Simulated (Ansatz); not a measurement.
The parent structure is NaBr in the rock salt structure (space group Fm-3m, No. 225; a = 5.948 Å). Axes: x, y, z lie along the cube axes.

The values are results of Kohn–Sham DFT with the r2SCAN functional, run in Ansatz (an electronic-structure program) with PAW and 500 eV plane waves, no spin-orbit coupling, not measurements.

Before the change:

```
Property                             Value
---------------------  -------------------
Valence-band top at Γ  0.00, 0.00, 0.00 eV
Pressure                          0.00 GPa
```

One thing is altered: the cell is stretched by 2.88 % along x with no lateral relaxation; the atoms relax in the strained cell.

Question: What happens to the valence-band top at Γ?

Answer: The valence-band top at Γ (three highest levels, from the VBM) becomes 0.00, -0.02, -0.02 eV (base: 0.00, 0.00, 0.00 eV).

Question: Estimate the effect on the pressure.

Answer: The pressure (mean of the normal stresses, compression positive) goes from zero to -0.55 GPa.

The levels and masses belong to the bands next to the band gap. Stability against distortions was not tested.
